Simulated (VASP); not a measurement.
# Zr (P6_3/mmc) in VASP: notebook

The runs below take Zr through relaxation of cell and atoms, single point, with PBEsol.

Program: VASP 6.6.1. These are calculated values, not measurements. Logs are shortened: lines on timing, memory, paths and dates and some standing lists are left out, and cuts for length are marked.

### Step 1. The crystal as given

The structure is hexagonal, space group P6_3/mmc (No. 194). Conventional cell: a = 3.239 Å, b = 3.239 Å, c = 5.172 Å, α = 90.00°, β = 90.00°, γ = 120.00°. Zr (site symmetry -6m2) is surrounded by 12 Zr at 3.19 to 3.24 Å.

### Step 2. Relaxation of cell and atoms, PBEsol

INCAR reads:

```
SYSTEM = Zr
  ALGO = Normal
  EDIFF = 1E-7
  EDIFFG = -0.005
  ENCUT = 300
  GGA = PS
  IBRION = 2
  ISIF = 3
  ISMEAR = 0
  LASPH = .TRUE.
  LCHARG = .FALSE.
  LREAL = .FALSE.
  LWAVE = .FALSE.
  NELM = 60
  NSW = 90
  PREC = Accurate
  SIGMA = 0.1
```

KPOINTS reads:

```
k-points
0
G
  15 15 8
  0 0 0
```

POSCAR reads:

```
Zr
1.0
    3.2392314100      0.0000000000      0.0000000000
   -1.6196157100      2.8052566900      0.0000000000
    0.0000000000      0.0000000000      5.1722200000
Zr
2
Direct
    0.3333333300      0.6666666700      0.2500000000
    0.6666666700      0.3333333300      0.7500000000
```

Potentials or basis: VASP PAW PBE potentials, release 64 (Zr_sv).

Started as:

```sh
> cat potpaw_PBE.64/Zr_sv/POTCAR > POTCAR
> mpirun -np 1 vasp_std > vasp.out
```

OUTCAR:

```text
SYSTEM = Zr
   EDIFF = 1E-7
   EDIFFG = -0.005
   ENCUT = 300
   GGA = PS
   IBRION = 2
   ISIF = 3
   ISMEAR = 0
   LASPH = .TRUE.
   LREAL = .FALSE.
   NELM = 60
   NSW = 90
   PREC = Accurate

 ion  position               nearest neighbor table
   1  0.333  0.667  0.250-   2 3.19   2 3.19   2 3.19   2 3.19   2 3.19   2 3.19
   2  0.667  0.333  0.750-   1 3.19   1 3.19   1 3.19   1 3.19   1 3.19   1 3.19

  LATTYP: Found a hexagonal cell.
 ALAT       =     3.2392314100
 C/A-ratio  =     1.5967429755

  Lattice vectors:

 A1 = (   3.2392314100,   0.0000000000,   0.0000000000)
 A2 = (  -1.6196157100,   2.8052566900,   0.0000000000)
 A3 = (   0.0000000000,   0.0000000000,   5.1722200000)

Analysis of symmetry for initial positions (statically):
=====================================================================
 Subroutine PRICEL returns:
 Original cell was already a primitive cell.

 Routine SETGRP: Setting up the symmetry group for a
 hexagonal supercell.

 Subroutine GETGRP returns: Found 24 space group operations
 (whereof 12 operations were pure point group operations)
 out of a pool of 24 trial point group operations.

The static configuration has the point symmetry D_3d.
 The point group associated with its full space group is D_6h.

Analysis of symmetry for dynamics (positions and initial velocities):
=====================================================================
 Subroutine PRICEL returns:
 Original cell was already a primitive cell.

 Routine SETGRP: Setting up the symmetry group for a
 hexagonal supercell.

 Subroutine GETGRP returns: Found 24 space group operations
 (whereof 12 operations were pure point group operations)
 out of a pool of 24 trial point group operations.

The dynamic configuration has the point symmetry D_3d.
 The point group associated with its full space group is D_6h.

 Subroutine INISYM returns: Found 24 space group operations
 (whereof 12 operations are pure point group operations),
 and found     1 'primitive' translations

----------------------------------------------------------------------------------------

                                     Primitive cell

  volume of cell :      46.9993

  direct lattice vectors                    reciprocal lattice vectors
     3.239231410  0.000000000  0.000000000     0.308715208  0.178236809  0.000000000
    -1.619615710  2.805256690  0.000000000     0.000000000  0.356473617  0.000000000
     0.000000000  0.000000000  5.172220000     0.000000000  0.000000000  0.193340577

[... 97 lines left out ...]
   EFERMI =   0.00;   METHOD = LEGACY
   ISMEAR =     0;   SIGMA  =   0.10  broadening in eV -4-tet -1-fermi 0-gaus
   EFERMI_NEDOS =   21; number of points for ismear=-14 and -15
   IALGO  =     38    algorithm
   IMIX   =      4    mixing-type and parameters
     AMIX     =   0.40;   BMIX     =  1.00
     AMIX_MAG =   1.60;   BMIX_MAG =  1.00
  volume/ion in A,a.u.               =      23.50       158.58
  Fermi-wavevector in a.u.,A,eV,Ry     =   1.308523  2.472750 23.296340  1.712233
  Thomas-Fermi vector in A             =   2.439184
   LORBIT       =      0    0 simple, 1 ext, 2 COOP (PROOUT), +10 PAW based schemes
   GGA     = PS    functional components
   LHFCALC =     F    Hartree Fock is set to
   AEXX    =    0.0000 exact exchange contribution
   IVDW    =     0    specifies the selected vdW correction
   LEPSILON=     F    determine dielectric tensor
   LRPA    =     F    only Hartree local field effects (RPA)
 conjugate gradient relaxation of ions
 non-spin polarized calculation
 Gauss-broadening in eV      SIGMA  =   0.10
  energy-cutoff  :      300.00
  volume of cell :       47.00
 maximum number of plane-waves:       573
   NGX =  9   NGY =  9   NGZ = 15

--------------------------------------- Ionic step        1  -------------------------------------------

 number of electron      24.0000000 magnetization

 Free energy of the ion-electron system (eV)
  ---------------------------------------------------
  ext. energy  EPLUGINS =         0.00000000
  ---------------------------------------------------
  free energy    TOTEN  =       -18.12545003 eV

  energy without entropy =      -18.11532422  energy(sigma->0) =      -18.12038712

------------------------ aborting loop because EDIFF is reached ----------------------------------------

  FORCE on cell =-STRESS in cart. coord.  units (eV):
  Direction    XX          YY          ZZ          XY          YZ          ZX
  --------------------------------------------------------------------------------------
  -------------------------------------------------------------------------------------
  Total       -1.3932757     -1.3932757     -1.3409985      0.0000000      0.0000000      0.0000000
  in kB      -47.4958956    -47.4958956    -45.7137991      0.0000001      0.0000000      0.0000000
  external PRESSURE =     -46.9018634 kB  Pullay stress =       0.0000000 kB
[... 275 lines left out ...]
--------------------------------------- Ionic step        9  -------------------------------------------

 number of electron      23.9999999 magnetization

 Free energy of the ion-electron system (eV)
  ---------------------------------------------------
  ext. energy  EPLUGINS =         0.00000000
  ---------------------------------------------------
  free energy    TOTEN  =       -18.16227992 eV

  energy without entropy =      -18.15204753  energy(sigma->0) =      -18.15716373

 E-fermi :   9.3775     XC(G=0): -11.4019

 val. band max:        9.3753021381   @ k =   0.2000   0.1333   0.3750
 cond. band min:       9.3874749050   @ k =   0.3333   0.3333   0.5000
 fundamental gap:      0.0121727669
 Fermi energy:         9.3775417236

 k-point     1 :       0.0000    0.0000    0.0000
  band No.  band energies     occupation
      1     -39.2766      2.00000
      2     -39.0964      2.00000
      3     -17.9126      2.00000
      4     -16.9066      2.00000
      5     -16.9066      2.00000
      6     -16.7705      2.00000
[... 433 lines left out ...]
      3     -17.6513      2.00000
      4     -17.4648      2.00000
      5     -17.3350      2.00000
      6     -17.3073      2.00000
[... 8 lines left out ...]
     15      11.0116      0.00000
     16      13.7551      0.00000

 [... further k-points ...]

------------------------ aborting loop because EDIFF is reached ----------------------------------------

  FORCE on cell =-STRESS in cart. coord.  units (eV):
  Direction    XX          YY          ZZ          XY          YZ          ZX
  --------------------------------------------------------------------------------------
  -------------------------------------------------------------------------------------
  Total       -0.0003863     -0.0003863      0.0014234      0.0000000     -0.0000000      0.0000000
  in kB       -0.0138793     -0.0138793      0.0511452      0.0000000     -0.0000000      0.0000000
  external PRESSURE =       0.0077955 kB  Pullay stress =       0.0000000 kB
[... 17 lines left out ...]
  FREE ENERGIE OF THE ION-ELECTRON SYSTEM (eV)
  ---------------------------------------------------
  free  energy   TOTEN  =       -18.1622799215 eV

  energy  without entropy=      -18.1520475345  energy(sigma->0) =      -18.15716373

 reached required accuracy - stopping structural energy minimisation
```

OSZICAR:

```text
N       E                     dE             d eps       ncg     rms          rms(c)
DAV:   1     0.139427084348E+03    0.13943E+03   -0.10610E+04  4512   0.100E+03
DAV:   2    -0.768250792491E+01   -0.14711E+03   -0.14589E+03  5472   0.319E+02
DAV:   3    -0.188582367953E+02   -0.11176E+02   -0.11096E+02  8224   0.584E+01
[... 86 lines left out ...]
DAV:   3    -0.181622726010E+02    0.20421E-04   -0.99515E-05  6216   0.770E-02    0.176E-02
DAV:   4    -0.181622765633E+02   -0.39623E-05   -0.91624E-06  5272   0.124E-02    0.728E-03
DAV:   5    -0.181622789426E+02   -0.23793E-05   -0.67801E-06  6528   0.140E-02    0.329E-03
DAV:   6    -0.181622798245E+02   -0.88189E-06   -0.28751E-07  3320   0.444E-03    0.989E-04
DAV:   7    -0.181622799215E+02   -0.97061E-07   -0.25743E-08  2208   0.150E-03
   9 F= -.18162280E+02 E0= -.18157164E+02  d E =-.561113E-05
```

CONTCAR:

```text
Zr
   1.00000000000000
     3.1743041830022931    0.0000000001151679   -0.0000000000000000
    -1.5871520963011885    2.7490280619529246   -0.0000000000000000
     0.0000000000000000    0.0000000000000000    5.1096653824907738
  Zr
     2
Direct
     0.3333333300000021    0.6666666699999979    0.2500000000000000
     0.6666666699999979    0.3333333300000021    0.7500000000000000

  0.00000000E+00  0.00000000E+00  0.00000000E+00
  0.00000000E+00  0.00000000E+00  0.00000000E+00
```

Wall time 2.2 min (1 thread of AMD EPYC 9R45 (Zen 5), shared host); peak memory 0.13 GiB.

Results:

| Quantity | Value |
| --- | --- |
| Free energy | -18.1623 eV |
| Relaxed volume | 22.29 Å³/atom |
| Relaxed cell | a = 3.174 Å, b = 3.174 Å, c = 5.110 Å, α = 90.00°, β = 90.00°, γ = 120.00° |
| Space group after relaxing (to 0.05 Å) | P6_3/mmc (No. 194) |
| Energy gained by relaxing | 18.4 meV/atom |
| Ionic steps | 9 |
| Pressure after relaxing | 0.0 GPa |
| Band gap on the k mesh | none (metal or under the smearing width) |

The path:
| step | energy change (eV) | largest force (eV/Å) | pressure (GPa) | volume (Å³) |
| --- | --- | --- | --- | --- |
| 1 | 0.0000 | 0.0000 | -4.69 | 47.00 |
| 2 | -0.0024 | 0.0000 | 5.28 | 42.47 |
| 3 | -0.0363 | 0.0000 | -0.03 | 44.63 |
| 4 | -0.0363 | 0.0000 | 0.07 | 44.59 |
| 5 | -0.0367 | 0.0000 | 0.06 | 44.57 |
| 6 | -0.0368 | 0.0000 | 0.06 | 44.56 |
| 7 | -0.0368 | 0.0000 | 0.06 | 44.56 |
| 8 | -0.0368 | 0.0000 | -0.07 | 44.62 |
| 9 | -0.0368 | 0.0000 | 0.00 | 44.59 |

Final structure:
```
Zr
1.0
     3.17430    0.00000    0.00000
    -1.58715    2.74903    0.00000
     0.00000    0.00000    5.10967
Zr
2
Direct
  0.33333 0.66667 0.25000
  0.66667 0.33333 0.75000
```

Caveat: the PAW data sets were made with another functional, which shifts forces and pressure a little.

### Step 3. Relaxation of cell and atoms, PBEsol

INCAR, as its differences from that of step 2:

```diff
@@ -4,3 +4,3 @@
   EDIFFG = -0.005
-  ENCUT = 300
+  ENCUT = 600
   GGA = PS
```

KPOINTS reads:

```
k-points
0
G
  6 6 4
  0 0 0
```

POSCAR is that of step 2.

Potentials or basis: VASP PAW PBE potentials, release 64 (Zr_sv).

Started as:

```sh
> cat potpaw_PBE.64/Zr_sv/POTCAR > POTCAR
> mpirun -np 1 vasp_std > vasp.out
```

Run time: 71 s. Hardware: 1 thread of AMD EPYC 9R45 (Zen 5), shared host; peak memory 0.16 GiB.

It converged, with:

```
Free energy                            : -18.1637 eV
Relaxed volume                         : 22.43 Å³/atom
Relaxed cell                           : a = 3.177 Å, b = 3.177 Å, c = 5.132 Å, α = 90.00°, β = 90.00°, γ = 120.00°
Space group after relaxing (to 0.05 Å) : P6_3/mmc (No. 194)
Energy gained by relaxing              : 15.0 meV/atom
Ionic steps                            : 10
Pressure after relaxing                : 0.0 GPa
Band gap on the k mesh                 : none (metal or under the smearing width)
```

Step by step:
```csv
step,energy change (eV),largest force (eV/Å),pressure (GPa),volume (Å³)
1,0.0000,0.0000,-4.27,47.00
2,-0.0011,0.0000,4.71,42.87
3,-0.0296,0.0000,-0.02,44.87
4,-0.0296,0.0000,0.07,44.83
5,-0.0298,0.0000,0.06,44.83
6,-0.0300,0.0000,0.05,44.84
7,-0.0300,0.0000,0.05,44.84
8,-0.0300,0.0000,0.05,44.84
9,-0.0300,0.0000,-0.08,44.90
10,-0.0300,0.0000,0.00,44.86
```

Final structure:
```cif
data_structure
_symmetry_space_group_name_H-M 'P 1'
_symmetry_Int_Tables_number 1
_cell_length_a 3.1769
_cell_length_b 3.1769
_cell_length_c 5.1323
_cell_angle_alpha 90.000
_cell_angle_beta 90.000
_cell_angle_gamma 120.000
_cell_volume 44.86
loop_
_atom_site_label
_atom_site_type_symbol
_atom_site_fract_x
_atom_site_fract_y
_atom_site_fract_z
_atom_site_occupancy
Zr1 Zr 0.33333 0.66667 0.25000 1
Zr2 Zr 0.66667 0.33333 0.75000 1
```

Levels at points of the mesh, in eV from the Fermi level:
```
           k point  band 10  band 11  band 12  band 13  band 14  band 15
(0.00, 0.00, 0.00)    -3.19     0.85     0.85     0.86     1.17     1.55
(0.50, 0.00, 0.00)    -2.61    -2.32    -0.11     0.57     0.70     1.42
(0.00, 0.00, 0.50)    -4.05    -0.06    -0.06     0.78     0.78     0.78
(0.50, 0.00, 0.50)    -3.03    -1.21    -1.21     1.75     1.75     2.30
```

Caveat: the k mesh is coarse (spacing up to 0.37 Å⁻¹), so the values aren't converged; the PAW data sets were made with another functional, which shifts forces and pressure a little.

### Step 4. Single point, PBEsol

INCAR reads:

```
SYSTEM = Zr
  ALGO = Normal
  EDIFF = 1E-6
  ENCUT = 520
  GGA = PS
  ISIF = 2
  ISMEAR = 0
  LASPH = .TRUE.
  LCHARG = .FALSE.
  LREAL = .FALSE.
  LWAVE = .FALSE.
  NBANDS = 19
  NELM = 60
  PREC = Accurate
  SIGMA = 0.1
```

KPOINTS reads:

```
k-points
0
G
  15 15 8
  0 0 0
```

POSCAR is that of step 3.

Started as:

```sh
> cat potpaw_PBE.64/Zr_sv/POTCAR > POTCAR
> mpirun -np 1 vasp_std > vasp.out
```

Run time: 47 s. Hardware: 1 thread of AMD EPYC 9R45 (Zen 5), shared host; peak memory 0.19 GiB.

The run converged. Its results:

| Property | Result |
| --- | --- |
| Free energy | -18.1412 eV |
| Pressure | -4.1 GPa |
| Band gap on the k mesh | none (metal or under the smearing width) |

Stress tensor (GPa, compression positive):
```
-4.14  0.00  0.00
 0.00 -4.14  0.00
 0.00  0.00 -3.99
```

Levels at points of the mesh, in eV from the Fermi level:
| k point | band 8 | band 9 | band 10 | band 11 | band 12 | band 13 | band 14 | band 15 | band 16 | band 17 |
| --- | --- | --- | --- | --- | --- | --- | --- | --- | --- | --- |
| (0.00, 0.00, 0.00) | -26.32 | -5.68 | -3.04 | 0.84 | 0.84 | 0.96 | 1.11 | 1.52 | 1.52 | 2.11 |
| (0.00, 0.00, 0.50) | -26.39 | -3.98 | -3.98 | 0.02 | 0.02 | 0.75 | 0.75 | 0.75 | 0.75 | 3.89 |

Caveat: the PAW data sets were made with another functional, which shifts forces and pressure a little.

### Step 5. Relaxation of cell and atoms, PBEsol

INCAR reads:

```
SYSTEM = Zr
  ALGO = Normal
  EDIFF = 1E-7
  EDIFFG = -0.005
  ENCUT = 580
  GGA = PS
  IBRION = 2
  ISIF = 3
  ISMEAR = 0
  LASPH = .TRUE.
  LCHARG = .FALSE.
  LREAL = .FALSE.
  LWAVE = .FALSE.
  NELM = 60
  NSW = 90
  PREC = Accurate
  SIGMA = 0.1
```

KPOINTS is that of step 4.

POSCAR is that of step 4.

Started as:

```sh
> cat potpaw_PBE.64/Zr_sv/POTCAR > POTCAR
> mpirun -np 1 vasp_std > vasp.out
```

Run time: 6 min. Hardware: 1 thread of AMD EPYC 9R45 (Zen 5), shared host; peak memory 0.22 GiB.

The run converged. Its results:

| Item | Value |
| --- | --- |
| Free energy | -18.1688 eV |
| Relaxed volume | 22.47 Å³/atom |
| Relaxed cell | a = 3.184 Å, b = 3.184 Å, c = 5.119 Å, α = 90.00°, β = 90.00°, γ = 120.00° |
| Space group after relaxing (to 0.05 Å) | P6_3/mmc (No. 194) |
| Energy gained by relaxing | 13.6 meV/atom |
| Ionic steps | 10 |
| Pressure after relaxing | 0.0 GPa |
| Band gap on the k mesh | none (metal or under the smearing width) |

Step by step:
```tsv
step	energy change (eV)	largest force (eV/Å)	pressure (GPa)	volume (Å³)
1	0.0000	0.0000	-4.10	47.00
2	0.0006	0.0000	4.70	43.03
3	-0.0269	0.0000	-0.03	44.98
4	-0.0269	0.0000	0.06	44.94
5	-0.0272	0.0000	0.05	44.93
6	-0.0272	0.0000	0.05	44.92
7	-0.0272	0.0000	0.05	44.92
8	-0.0272	0.0000	0.05	44.92
9	-0.0272	0.0000	-0.06	44.97
10	-0.0272	0.0000	0.00	44.94
```

Final structure:
```
CELL_PARAMETERS angstrom
3.18412 0.00000 0.00000
-1.59206 2.75753 0.00000
0.00000 0.00000 5.11870
ATOMIC_POSITIONS crystal
Zr 0.33333 0.66667 0.25000
Zr 0.66667 0.33333 0.75000
```

Levels at points of the mesh, in eV from the Fermi level:
| k point | band 8 | band 9 | band 10 | band 11 | band 12 | band 13 | band 14 | band 15 | band 16 |
| --- | --- | --- | --- | --- | --- | --- | --- | --- | --- |
| (0.00, 0.00, 0.00) | -26.16 | -5.75 | -3.16 | 0.86 | 0.86 | 0.93 | 1.23 | 1.57 | 1.57 |
| (0.00, 0.00, 0.50) | -26.24 | -4.02 | -4.02 | -0.02 | -0.02 | 0.78 | 0.78 | 0.78 | 0.78 |

Caveat: the PAW data sets were made with another functional, which shifts forces and pressure a little.

### Step 6. Overview

```csv
task,cell,k mesh,cutoff (eV),mesh quality,gap on the mesh (eV),pressure (GPa),relaxed volume (Å³/atom)
relaxation of cell and atoms,relaxed,15 × 15 × 8,300,not flagged,none,0.0,22.29
relaxation of cell and atoms,relaxed,6 × 6 × 4,600,coarse,none,0.0,22.43
single point,as given,15 × 15 × 8,520,not flagged,none,-4.1,-
relaxation of cell and atoms,relaxed,15 × 15 × 8,580,not flagged,none,0.0,22.47
```

Alike in all rows: level PBEsol; potentials or basis VASP PAW PBE potentials, release 64 (Zr_sv); no spin polarisation; smearing gaussian 0.1 eV.

Caveats: some runs use coarse meshes; the PAW data sets were made with another functional, which shifts forces and pressure a little.

Total energies depend on the potentials used, so only differences within one code and one set of settings carry meaning.
